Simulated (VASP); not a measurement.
The system is CdS (Greenockite).

```
Cd S
1.0
     4.15000    0.00000    0.00000
    -2.07500    3.59401    0.00000
     0.00000    0.00000    6.73700
Cd S
2 2
Direct
  0.66667 0.33333 0.50000
  0.33333 0.66667 0.00000
  0.66667 0.33333 0.87500
  0.33333 0.66667 0.37500
```

- Program: VASP 6.6.1
- Task: relaxation of cell and atoms
- Functional: revPBE
- Potentials or basis: VASP PAW PBE potentials, release 64 (Cd, S)
- Cutoff: 600 eV
- k mesh: 7 × 7 × 4
- Occupations: fermi-dirac, width 0.05 eV
- Spin: no spin polarisation

At the start: pressure 4.0 GPa; volume 25.12 Å³/atom.

Q: Where does the relaxation end?

A: Over 8 steps the energy falls by 21.4 meV/atom and the volume is 26.93 Å³/atom (+7.2 %); space group P6_3mc (No. 186, to 0.05 Å).

The path:
| step | energy change (eV) | largest force (eV/Å) | pressure (GPa) | volume (Å³) |
| --- | --- | --- | --- | --- |
| 1 | 0.0000 | 0.0710 | 3.98 | 100.48 |
| 2 | -0.0797 | 0.0046 | -0.88 | 109.83 |
| 3 | -0.0855 | 0.0141 | -0.01 | 107.74 |
| 4 | -0.0855 | 0.0149 | 0.01 | 107.60 |
| 5 | -0.0855 | 0.0085 | 0.07 | 107.59 |
| 6 | -0.0855 | 0.0033 | 0.07 | 107.58 |
| 7 | -0.0855 | 0.0024 | 0.06 | 107.62 |
| 8 | -0.0856 | 0.0030 | 0.02 | 107.72 |

Final structure:
```
CELL_PARAMETERS angstrom
4.24212 0.00000 0.00000
-2.12106 3.67378 0.00000
0.00000 0.00000 6.91203
ATOMIC_POSITIONS crystal
Cd 0.66667 0.33333 0.49926
Cd 0.33333 0.66667 0.99926
S 0.66667 0.33333 0.87574
S 0.33333 0.66667 0.37574
```

Caveat: the PAW data sets were made with another functional, which shifts forces and pressure a little.
